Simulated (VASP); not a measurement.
Here is a VASP 6.6.1 calculation.

The input INCAR:

```
PREC     = Accurate       # precision mode
ENCUT    = 520            # plane-wave cutoff, eV
EDIFF    = 1E-7           # SCF threshold, eV
ISMEAR   = 0              # smearing method
SIGMA    = 0.1            # smearing width, eV
LREAL    = F              # projectors in reciprocal space
LASPH    = T              # aspherical terms in the spheres
NELM     = 100            # most SCF steps
ALGO     = Normal         # electronic algorithm
ISIF     = 3              # what is computed and relaxed
LWAVE    = F              # write WAVECAR
LCHARG   = F              # write CHGCAR
GGA      = PS             # functional
IBRION   = 2              # ionic algorithm
NSW      = 80             # ionic steps
EDIFFG   = -0.002         # ionic threshold
KPAR     = 4
```

The input KPOINTS:

```
regular mesh
0
Gamma
  18 18 18
```

Contents of POSCAR:

```
Mo
1.0
   -1.5734150000      1.5734150000      1.5734150000
    1.5734150000     -1.5734150000      1.5734150000
    1.5734150000      1.5734150000     -1.5734150000
Mo
1
Direct
    0.0000000000      0.0000000000      0.0000000000
```

Potentials or basis: VASP PAW PBE potentials, release 64 (Mo_sv).

The run is started by

```bash
$ cat potpaw_PBE.64/Mo_sv/POTCAR > POTCAR
$ mpirun -np 4 vasp_std > vasp.out
```

(1) What does it give for the space group after relaxing (to 0.05 Å)?

(2) What does it give for the band gap on the k mesh?

(3) Estimate the relaxed cell.

(4) What does it give for the relaxed volume?

Results:

(1) Im-3m (No. 229).

(2) none (metal or under the smearing width).

(3) a = 2.712 Å, b = 2.712 Å, c = 2.712 Å, α = 109.47°, β = 109.47°, γ = 109.47°.

(4) 15.35 Å³/atom.

Caveat: the PAW data sets were made with another functional, which shifts forces and pressure a little.
